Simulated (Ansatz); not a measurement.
# O (sc type): the cost of one run

Program: Ansatz 0.2.0. Level of theory: DFT PBE, with the methods named in each step. These are calculated values, not measurements.

## Step 1: The structure to begin with

Symmetry: Pm-3m, No. 221, cubic system. Conventional cell: a = 1.998 Å, b = 1.998 Å, c = 1.998 Å, α = 90.00°, β = 90.00°, γ = 90.00°. Around O (site symmetry m-3m) lie 6 O at 2.00 Å.

Structure file:

```cif
data_structure
_symmetry_space_group_name_H-M 'P 1'
_symmetry_Int_Tables_number 1
_cell_length_a 1.9980
_cell_length_b 1.9980
_cell_length_c 1.9980
_cell_angle_alpha 90.000
_cell_angle_beta 90.000
_cell_angle_gamma 90.000
_cell_volume 7.98
loop_
_atom_site_label
_atom_site_type_symbol
_atom_site_fract_x
_atom_site_fract_y
_atom_site_fract_z
_atom_site_occupancy
O1 O 0.00000 0.00000 0.00000 1
```

Whether this phase is the stable one at these pressures isn't tested.

## Step 2: The reference volume, LAPW

Contents of input.yaml:

```yaml
crystal:
  lattice:
    - [1.9979535778, 0.0, 0.0]
    - [0.0, 1.9979535778, 0.0]
    - [0.0, 0.0, 1.9979535778]
  atoms:
    - { symbol: O, position: [0.0, 0.0, 0.0] }
kpoints:
  mp_grid: { grid: [18, 18, 18] }
  band_path:
    path:
      - [0.0, 0.0, 0.0]
      - [0.0, 0.5, 0.0]
      - [0.5, 0.5, 0.0]
      - [0.0, 0.0, 0.0]
      - [0.5, 0.5, 0.5]
      - [0.0, 0.5, 0.0]
      - [0.5, 0.5, 0.5]
      - [0.5, 0.5, 0.0]
    npoints: 14
scf:
  occupations: { method: fermi_dirac, width: 0.1 }
hamiltonian:
  xc: pbe
  pseudopotentials: { kind: all_electron, lapw: { basis_error: 0.001 } }
output:
  forces: true
  stress: true
  eigenvalues: true
  populations: true
  dos: { projected: true, de: 0.2, e_range: [-14, 8] }
```

Launch:

```console
> ansatz run input.yaml --threads 1 --pin off --max-ram 2048MiB --backend cpu --events-out ev --progress --plain --runs-dir out
```

**Question.** How long does this run take on 1 thread of Intel Xeon 6975P-C (Granite Rapids), shared host, and how much memory does it need?

About 3.6 s, with a peak of 0.29 GiB.
